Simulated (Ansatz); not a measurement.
# Stack of 1T-SnS2 under 1T-ZrSSe, upper layer turned by 180° in a perpendicular field

Wanted: the out-of-plane response of the stack of 1T-SnS2 under 1T-ZrSSe, upper layer turned by 180°. A positive field points along +c.

Main program and level: Ansatz 0.2.0; plane-wave DFT, PBE-D3(BJ), Ansatz PAW.

Report form: the programs' logs are mostly left out.

## (1) Set-up

The cell holds 6 atoms: 3 S, 1 Sn, 1 Se and 1 Zr. Its edges and angles: a = 3.720 Å, b = 3.720 Å, c = 47.367 Å, α = 90.0°, β = 90.0°, γ = 120.0°. Regions: layer 1: 1T-SnS2, 3 atoms (2 S and 1 Sn); layer 2: 1T-ZrSSe, 3 atoms (1 Se, 1 Zr and 1 S). Vacuum lies along c.

## (2) Relaxation

The starting cell is a guess, so the in-plane lattice and the atoms are relaxed first, with the slab cut off from its images along the normal.

Contents of input.yaml:

```yaml
crystal:
  lattice:
    - [3.72, 0.0, 0.0]
    - [-1.86, 3.2216145021, 0.0]
    - [0.0, 0.0, 47.3674246218]
  atoms:
    - { symbol: S, position: [0.6666666667, 0.3333333333, 0.4137864821] }
    - { symbol: Sn, position: [0.0, 0.0, 0.4329469796] }
    - { symbol: S, position: [0.3333333333, 0.6666666667, 0.4521074771] }
    - { symbol: Se, position: [0.6666666667, 0.3333333333, 0.5164977205] }
    - { symbol: Zr, position: [0.3333333333, 0.6666666667, 0.5539639905] }
    - { symbol: S, position: [0.0, 0.0, 0.5862135179] }
  periodic: [true, true, false]
kpoints:
  mp_grid: { grid: [12, 12, 1] }
hamiltonian:
  xc: pbe
  dispersion: d3bj
scf:
  occupations: { method: fermi_dirac, width: 0.05 }
  convergence: { dr2_threshold: 1.0e-09 }
relax:
  f_tol: 0.004
  max_steps: 90
  cell: {}
output:
  write_potential: true
  write_density: true
  volumetric_format: npy
```

Command:

```bash
> ansatz run input.yaml --threads 2 --pin off --max-ram 3072MiB --backend cpu --events-out ev --progress --plain --runs-dir out
```

Run time: 8.6 min. Hardware: 2 threads of Intel Xeon at 2.50GHz (Skylake/Cascade Lake), shared host; peak memory 0.93 GiB; 17 min of CPU time.

The steps of the relaxation:

```
step  energy less that of the first step (eV)  largest force component (eV/Å)  volume (Å³)
   1                                   0.0000                          5.8250       567.67
   2                                  -2.1543                          3.5851       575.66
   3                                  -3.1926                          1.6564       572.76
   4                                  -3.4822                          0.1257       560.64
   5                                  -3.5030                          0.1089       559.37
   6                                  -3.5059                          0.0528       555.98
   7                                  -3.5063                          0.0162       556.25
   8                                  -3.5064                          0.0008       556.05
  9*                                  -3.5059                          0.0009       556.05
```

Relaxation steps marked * repeat the geometry before them on a plane-wave basis chosen anew for their cell, so energy and pressure can jump there.

The run keeps the 6 symmetry operations that it works with, so distortions that break them were not tested.

```
cell as run  before  after  change
      a (Å)   3.720  3.682  -1.0 %
      b (Å)   3.720  3.682  -1.0 %
```

The atoms that moved most (Å, along periodic axes as changes of fractional coordinates times the final cell, across vacuum about the mean position):

```
atom     dx     dy      dz  length
  S1  0.000  0.000  -0.751   0.751
  S3  0.000  0.000   0.387   0.387
 Se4  0.000  0.000   0.302   0.302
 Sn2  0.000  0.000  -0.182   0.182
 Zr5  0.000  0.000   0.181   0.181
  S6  0.000  0.000   0.063   0.063
```

The relaxed structure:

```xyz
6
Lattice="3.6817 0.0000 0.0000 -1.8409 3.1885 0.0000 0.0000 0.0000 47.3674" Properties=species:S:1:pos:R:3
S     1.8409    1.0628   18.8486
Sn    0.0000    0.0000   20.3260
S     0.0000    2.1256   21.8023
Se    1.8409    1.0628   24.7672
Zr    0.0000    2.1256   26.4205
S     0.0000    0.0000   27.8306
```

Numbers from this step:

```
energy at zero smearing : -18390.5428 eV
```

The lattice constant a goes from 3.720 to 3.682 Å.

## (3) Atoms held, field 0, start network

A sawtooth potential applies the field, turning back in the middle of the vacuum. With the dipole correction the typed value is the field outside the slab. The induced dipole is small, so the SCF threshold is tight.

The cell differs from the one that the last finished run ended in (c 47.367 → 26.982 Å).

Contents of input.yaml:

```yaml
crystal:
  lattice:
    - [3.6817277376, 0.0, 0.0]
    - [-1.8408638688, 3.1884697506, 0.0]
    - [0.0, 0.0, 26.9820389743]
  atoms:
    - { symbol: S, position: [0.6666666667, 0.3333333333, 0.333555222] }
    - { symbol: Sn, position: [0.0, 0.0, 0.3883095348] }
    - { symbol: S, position: [0.3333333333, 0.6666666667, 0.4430227298] }
    - { symbol: Se, position: [0.6666666667, 0.3333333333, 0.5529084662] }
    - { symbol: Zr, position: [0.3333333333, 0.6666666667, 0.6141826874] }
    - { symbol: S, position: [0.0, 0.0, 0.666444778] }
kpoints:
  mp_grid: { grid: [18, 18, 1] }
  band_path:
    path: [[0, 0, 0], [0.5, 0, 0], [0.33333333, 0.33333333, 0], [0, 0, 0]]
    npoints: 16
hamiltonian:
  xc: pbe
  dispersion: d3bj
scf:
  occupations: { method: fermi_dirac, width: 0.02585 }
  convergence: { dr2_threshold: 1.0e-10 }
efield:
  axis: 3
  dipole_correction: true
  ramp_position: 0.97
  ramp_width: 0.06
  amplitude: 0
output:
  dos: { projected: true, e_range: [-6, 5] }
  write_potential: true
  write_density: true
  volumetric_format: npy
  elf: true
```

Elapsed: 85 s, on 2 threads; peak memory 0.85 GiB.

Numbers from this step:

| Property | Result |
| --- | --- |
| dipole along the normal | 0.008623 e·Å |
| gap along the path | 0.5007 eV |
| smallest direct gap along the path | 1.253 eV |
| step between the vacuum levels | -0.1329 eV |
| ionisation energy, upper face | 5.760 eV |
| electron affinity, upper face | 5.259 eV |
| ionisation energy, lower face | 5.893 eV |
| gap, the smaller of path and mesh | 0.5007 eV |

Running mean over a fixed 2.7 Å (it still follows the layers) of the planar mean; the ramp of the sawtooth is left out. Electron's electrostatic potential energy less the Fermi level against z:

z (Å), electron's electrostatic potential energy less the Fermi level (eV) and a bar from the least value:
```
      3.5       5.65 ##############################
      4.0       5.65 ##############################
      4.5       5.65 ##############################
      5.0       5.65 ##############################
      5.5       5.65 ##############################
      6.0       5.63 ##############################
      6.5       5.53 ##############################
      7.0       5.05 #############################
      7.5       3.53 #########################
      8.0       1.46 #####################
      8.5      -0.63 #################
      9.0      -2.34 #############
      9.5      -3.56 ##########
     10.0      -4.39 #########
     10.5      -4.56 ########
     11.0      -4.36 #########
     11.5      -3.48 ##########
     12.0      -2.29 #############
     12.5      -0.70 ################
     13.0       0.66 ###################
     13.5       1.32 #####################
     14.0       1.09 ####################
     14.5      -0.38 #################
     15.0      -2.91 ############
     15.5      -5.95 #####
     16.0      -7.51 ##
     16.5      -8.22 
     17.0      -8.39 
     17.5      -7.15 ###
     18.0      -4.00 #########
     18.5      -0.93 ################
     19.0       1.41 #####################
     19.5       3.51 #########################
     20.0       4.97 #############################
     20.5       5.41 #############################
     21.0       5.50 ##############################
     21.5       5.52 ##############################
     22.0       5.52 ##############################
     22.5       5.52 ##############################
     23.0       5.52 ##############################
     23.5       5.52 ##############################
```

The density of states has structure finer than the step of the table below, so its rows give means over 0.2 eV, whole bins alone (the curve runs from -6 to 2.24 eV). Peaks (eV: height): -3.63: 10.1, -3.24: 9.77, -2.97: 13.1, -2.77: 25.7, -1.75: 9.25, -1.59: 9.79, -1.42: 14.7.

The density of states by energy, zero at the Fermi level of the run, which the smearing sets inside the gap; means over each step:

energy (eV), density of states (states/eV a cell) and a bar:
```
     -5.6        0.0 
     -5.4        0.9 ##
     -5.2        1.6 ####
     -5.0        2.2 ######
     -4.8        2.3 ######
     -4.6        2.8 ########
     -4.4        3.1 #########
     -4.2        5.3 ###############
     -4.0        3.1 #########
     -3.8        5.8 ################
     -3.6        6.7 ##################
     -3.4        4.9 ##############
     -3.2        5.9 ################
     -3.0        7.2 ####################
     -2.8        8.2 #######################
     -2.6        3.9 ###########
     -2.4        2.6 #######
     -2.2        3.4 #########
     -2.0        5.4 ###############
     -1.8        6.8 ###################
     -1.6        6.6 ##################
     -1.4       10.8 ##############################
     -1.2        4.1 ###########
     -1.0        2.1 ######
     -0.8        2.5 #######
     -0.6        0.5 #
     -0.4        0.3 #
     -0.2        0.0 
      0.0        0.0 
      0.2        0.1 
      0.4        1.0 ###
      0.6        1.7 #####
      0.8        2.4 #######
      1.0        3.2 #########
      1.2        4.3 ############
      1.4        3.7 ##########
      1.6        3.8 ###########
      1.8        2.4 #######
      2.0        2.0 #####
```

Projected DOS per atom over height of the atomic layer and energy from the Fermi level. Layers: S Sn S Se Zr S from below.

Values in states/eV, 22 rows by 6 columns, each cell a mean:
```
0.03 0.05 0.03 0.34 1.56 0.25
0.48 0.64 0.47 0.20 1.15 0.16
0.57 0.73 0.57 0.21 1.44 0.17
0.28 0.38 0.28 0.21 1.60 0.22
0.14 0.19 0.14 0.10 0.83 0.16
0.02 0.02 0.02 0.01 0.15 0.03
0.00 0.00 0.00 0.03 0.00 0.02
0.01 0.00 0.01 0.23 0.05 0.11
0.13 0.01 0.20 1.04 0.18 0.59
2.15 0.05 2.16 1.82 0.44 0.75
2.04 0.11 2.06 1.53 0.44 0.69
1.20 0.14 0.99 1.31 0.31 0.74
0.61 0.17 0.56 0.73 0.37 0.74
1.01 0.34 0.73 1.31 1.44 2.31
0.91 0.47 0.93 0.78 1.18 1.91
0.93 0.56 0.95 1.36 0.95 1.62
0.57 0.41 0.64 0.75 0.68 1.02
0.44 0.35 0.58 0.65 0.86 1.24
0.45 0.38 0.52 0.31 0.42 0.47
0.61 0.59 0.66 0.05 0.03 0.02
0.20 0.21 0.22 0.01 0.01 0.00
0.00 0.00 0.00 0.00 0.00 0.00
```
Columns: height of the atomic layer (Å) from 9 to 18.0 (not evenly spaced); rows upwards: energy from the Fermi level (eV) from -5.96 to 2.23.

Electronic bands along the path, in eV, zero at the Fermi level of the run, which the smearing sets inside the gap:

```
  point  band 27  band 28  band 29  band 30  band 31  band 32  band 33  band 34
      Γ    -1.28    -1.10    -0.24    -0.24     1.01     1.01     1.29     1.82
halfway    -1.70    -1.29    -1.11    -1.01     0.74     1.41     2.18     2.47
      M    -1.88    -1.59    -1.48    -1.22     0.26     0.56     2.71     3.05
halfway    -2.27    -2.05    -1.73    -1.46     0.98     1.29     2.60     2.75
      K    -2.49    -2.43    -1.65    -1.61     1.45     1.83     2.23     2.52
halfway    -2.02    -1.82    -1.41    -1.05     1.29     1.68     1.75     2.81
      Γ    -1.28    -1.10    -0.24    -0.24     1.01     1.01     1.29     1.82
```

Electrostatic potential energy in the ca plane at fractional y = 0.000, with atoms of Sn and S within 0.2 Å of it. With pseudopotentials it is smooth inside the atoms' cores, unlike the true potential.

Ten even steps from '0' (-16 eV) to '9' (6 eV), each cell a mean:
```
99999999999999999999740799227899999999988860
99999999999999999999861031047899999999887763
99999999999999999998875312467899999888776666
99999999999999999988777766777789998776664446
99999999999999999987667888776789998755653235
99999999999999999987677777776789998766654345
99999999999999999998776545677889999877765556
99999999999999999998873100267899999988877765
99999999999999999999850376037899999999988861
99999999999999999999740899316899999999988850
```
Columns run along c (16.0 Å, from fractional 0.06 to 0.66 of the cell; values clipped at the 3rd and 97th percentile), rows up along a (3.7 Å). Atoms in or near the plane, at fractional coordinates: Sn at (0.39, 0.00).

Valence density in the ca plane at fractional y = 0.000, with atoms of Sn and S within 0.2 Å of it. It is the smooth field of the valence electrons, not physical close to the nuclei.

Ten steps, logarithmic in the rise over the least value, from '0' (0 e/Å³) to '9' (14 e/Å³), each cell a mean:
```
00001368974210000000000012343443100000000000
00011246653110000000111112344432100000000000
00112223322211000011121112233321000000000000
00122221122221100112222222221110000000000000
01122211112222100122332222111000000000000000
01122221112222100112332222111100000000000000
00112222222221100012222112222210000000000000
00011234432211000001111112234331000000000000
00001257863110000000000112344442100000000000
00001369984210000000000012442343100000000000
```
Columns run along c (16.0 Å, from fractional 0.29 to 0.88 of the cell), rows up along a (3.7 Å). Atoms in or near the plane, at fractional coordinates: Sn at (0.39, 0.00), S at (0.67, 0.00).

ELF in the ca plane at fractional y = 0.000, with atoms of Sn and S within 0.2 Å of it. It is the smooth field of the valence electrons, not physical close to the nuclei.

Values, 6 rows by 16 columns, each cell a mean:
```
0.03 0.17 0.16 0.16 0.16 0.02 0.03 0.12 0.15 0.67 0.56 0.84 0.33 0.02 0.00 0.00
0.28 0.49 0.29 0.30 0.48 0.16 0.25 0.55 0.22 0.36 0.78 0.61 0.13 0.01 0.00 0.00
0.59 0.72 0.35 0.36 0.72 0.31 0.45 0.76 0.31 0.12 0.23 0.10 0.01 0.00 0.00 0.00
0.53 0.69 0.34 0.36 0.68 0.28 0.41 0.73 0.29 0.15 0.41 0.23 0.03 0.00 0.00 0.00
0.16 0.36 0.25 0.26 0.35 0.10 0.16 0.40 0.18 0.50 0.83 0.73 0.21 0.01 0.00 0.00
0.02 0.14 0.12 0.13 0.14 0.01 0.02 0.06 0.14 0.69 0.36 0.86 0.36 0.02 0.00 0.00
```
Columns run along c (16.0 Å, from fractional 0.29 to 0.88 of the cell), rows up along a (3.7 Å). Atoms in or near the plane, at fractional coordinates: Sn at (0.39, 0.00), S at (0.67, 0.00).

The gap is 0.50 eV, with the valence edge 5.76 eV and the conduction edge 5.26 eV under the upper vacuum level.

## (4) Single point, field 0.1 V/Å

Edit input.yaml of step 3 so:

```diff
@@ -26,7 +26,6 @@
   dipole_correction: true
-  ramp_position: 0.97
-  ramp_width: 0.06
-  amplitude: 0
+  ramp_position: 0.9537
+  ramp_width: 0.0927
+  amplitude: 0.1
 output:
-  dos: { projected: true, e_range: [-6, 5] }
   write_potential: true
@@ -34,2 +33 @@
   volumetric_format: npy
-  elf: true
```

Elapsed: 91 s, on 2 threads; peak memory 0.84 GiB.

The dipole is 0.0729 e·Å, 0.0643 e·Å from its value without field, and the gap 0.476 eV.

## (5) Single point, field -0.1 V/Å

Edit input.yaml of step 4 so:

```diff
@@ -28,3 +28,3 @@
   ramp_width: 0.0927
-  amplitude: 0.1
+  amplitude: -0.1
 output:
```

Elapsed: 94 s, on 2 threads; peak memory 0.84 GiB.

The dipole is -0.0556 e·Å, -0.0642 e·Å from its value without field, and the gap 0.515 eV.

## (6) Response, atoms held

This step: plane-wave DFT, PBE-D3(BJ), Ansatz PAW; response to a field along the normal, atoms held (Ansatz 0.2.0).

The dipoles give the slope, and the difference of two potentials shows where the field is screened.

Numbers from this step:

```
equivalent conductor thickness p/(ε₀AE) : 9.905 Å
distance between the outer atoms        : 8.982 Å
```

Dipole of the cell against applied field:

```
applied field (V/Å)  dipole of the cell (e·Å)
            -0.1000                   -0.0556
             0.0000                   0.00862
             0.1000                    0.0729
```

Local field over the applied field, running mean. From the potentials at -0.1 and 0.1 V/Å; running mean over 2.8 Å. Local field over applied field against z:

z (Å), local field over applied field and a bar:
```
      4.5      0.999 ##############################
      5.0      0.997 ##############################
      5.5      0.990 ##############################
      6.0      0.970 #############################
      6.5      0.919 ###########################
      7.0      0.819 ########################
      7.5      0.675 ####################
      8.0      0.512 ###############
      8.5      0.350 ##########
      9.0      0.216 #####
      9.5      0.125 ##
     10.0      0.076 #
     10.5      0.059 
     11.0      0.072 #
     11.5      0.110 ##
     12.0      0.164 ####
     12.5      0.220 #####
     13.0      0.258 #######
     13.5      0.264 #######
     14.0      0.241 ######
     14.5      0.184 ####
     15.0      0.117 ##
     15.5      0.069 #
     16.0      0.048 
     16.5      0.047 
     17.0      0.066 #
     17.5      0.120 ##
     18.0      0.221 #####
     18.5      0.361 ##########
     19.0      0.521 ###############
     19.5      0.683 ####################
     20.0      0.828 #########################
     20.5      0.927 ############################
     21.0      0.973 #############################
     21.5      0.991 ##############################
     22.0      0.997 ##############################
     22.5      0.999 ##############################
```

The induced electron density oscillates, so the rows of the table below give means over windows of 2.95 Å about each position, cut where the curve ends. Its maxima inside the range that stand out by 2 % of the span (Å: e/Å³ per V/Å): 8.2: 0.00353, 11.1: 9.3e-4, 14.1: 0.00226, 17.0: 4.8e-4. Its minima: 10.0: -9.2e-4, 12.6: -0.00208, 16.0: -7.9e-4, 18.8: -0.00380.

Electrons, planar mean, per unit field. Table of induced electron density by z; means over each step:

```
z (Å)  induced electron density (e/Å³ per V/Å)
 5.55                                   1.5e-4
 8.50                                  0.00160
11.45                                  -5.5e-4
14.40                                   6.4e-4
17.35                                  -7.8e-4
20.30                                 -0.00106
```

The smaller of the gaps on the path and on the k-mesh, counted as 0 under 0.03 eV. Gap against applied field:

```
applied field (V/Å)  gap (eV)
            -0.1000     0.515
             0.0000     0.501
             0.1000     0.476
```

By hand: between -0.1 and 0.1 V/Å the dipole changes by 0.1285 e·Å, a slope of 0.6426 e·Å²/V. A perfect conductor of thickness t has p = ε₀AEt, so t = 180.95 × 0.6426 / 11.739 = 9.91 Å (e/ε₀ = 180.95 V·Å, A in Å²).

The induced dipole is that of a conductor 9.91 Å thick.

## (7) What came out

```json
{
  "gap without field": "0.501 eV",
  "ionisation energy, upper face": "5.76 eV",
  "electron affinity, upper face": "5.26 eV",
  "step between the vacuum levels": "-0.133 eV",
  "equivalent conductor thickness, atoms held": "9.91 Å"
}
```

The induced dipole equals that of a perfect conductor 9.91 Å thick, while the outer atoms lie 8.98 Å apart; an out-of-plane ε follows only once a thickness t is chosen, by 1 − 1/ε = 9.91 Å / t. The two faces differ: the vacuum level above lies 0.13 eV lower than the one below. The gap goes from 0.50 eV to 0.52 eV at -0.1 V/Å. Semilocal functionals give gaps that are too small, and excitons are not included. Spin-orbit coupling is left out, which matters for the bands of elements this heavy.

[Logs are printed without paths, hosts, clocks, repeated set-up lines and the standing remarks that a program may print on its own settings, such as how far it seeks lower states.]

[Hosts, paths, dates, database ids (printed as entryN), source tags and the programs' standing remarks are cut or masked in the printed files.]

[Maps of the electrostatic potential energy from Ansatz leave out the sawtooth potential of an applied field or a dipole correction, so their vacuum need not be flat; planar profiles and work functions include it.]

[The density of states shown here was stored with 400 of the rows of the run's finer table, so its peaks can read low, often by over a quarter, or be missed, and its means over a window can be off by a tenth or more.]
